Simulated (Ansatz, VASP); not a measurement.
This is a calculation of Si for VASP 6.6.1. This isn't the form of Si at room conditions, which is diamond.

The input INCAR:

```
PREC = Accurate
ENCUT = 600
EDIFF = 1E-6
ISMEAR = -1
SIGMA = 0.05
LREAL = False
LASPH = True
NELM = 80
ALGO = Normal
ISIF = 3
LWAVE = False
LCHARG = False
IBRION = 2
NSW = 60
EDIFFG = -0.02
```

File KPOINTS:

```
Automatic mesh
0
Gamma
  12 12 11
```

The input POSCAR:

```
Si
1.0
    2.6205428149      0.0000000000      0.0000000000
   -1.3102714075      2.2694566494      0.0000000000
    0.0000000000      0.0000000000      2.4663543900
Si
1
Direct
    0.0000000000      0.0000000000      0.0000000000
```

Potentials or basis: VASP PAW LDA potentials, release 64 (Si).

Run with:

```console
$ cat potpaw_LDA.64/Si/POTCAR > POTCAR
$ mpirun -np 1 vasp_std > vasp.out
```

Translate it to Ansatz 0.2.0. Potentials or basis there: Ansatz PAW, cutoff 420 eV.

As run (cutoffs and basis follow the program's own potentials, and thresholds, step limits or extra output files can differ):

input.yaml

```yaml
crystal:
  lattice:
    - [2.6205428149, 0.0, 0.0]
    - [-1.3102714075, 2.2694566494, 0.0]
    - [0.0, 0.0, 2.46635439]
  atoms:
    - { symbol: Si, position: [0.0, 0.0, 0.0] }
hamiltonian:
  xc: lda
  pseudopotentials: { kind: paw }
kpoints:
  mp_grid: { grid: [12, 12, 11] }
scf:
  occupations: { method: fermi_dirac, width: 0.05 }
output:
  forces: true
  stress: true
  eigenvalues: true
relax:
  f_tol: 0.01
  max_steps: 40
  cell: { stress_tol: 0.05 }
```

Potentials or basis: Ansatz PAW.

Command:

```console
$ ansatz run input.yaml --threads 2 --pin off --max-ram 5632MiB --backend cpu --events-out ev --progress --plain --runs-dir out
```

Both were run:

|  | VASP | Ansatz |
| --- | --- | --- |
| Relaxed volume | 14.55 Å³/atom | 14.52 Å³/atom |
| Relaxed cell | a = 2.602 Å, b = 2.602 Å, c = 2.480 Å, α = 90.00°, β = 90.00°, γ = 120.00° | a = 2.601 Å, b = 2.601 Å, c = 2.478 Å, α = 90.00°, β = 90.00°, γ = 120.00° |
| Space group after relaxing | P6/mmm (No. 191) | P6/mmm (No. 191) |
| Pressure after relaxing | -0.1 GPa | 0.0 GPa |

Ansatz's pressure holds a Pulay term of +0.04 GPa for its cutoff of 420 eV, which the other run lacks.

Ansatz's potentials were made for PBE.

Where Ansatz's input types no cutoff or centring, it takes its own default and a Γ-centred mesh.

The two programs' LDA may be different fits to the electron gas.

Pressure is positive in compression.
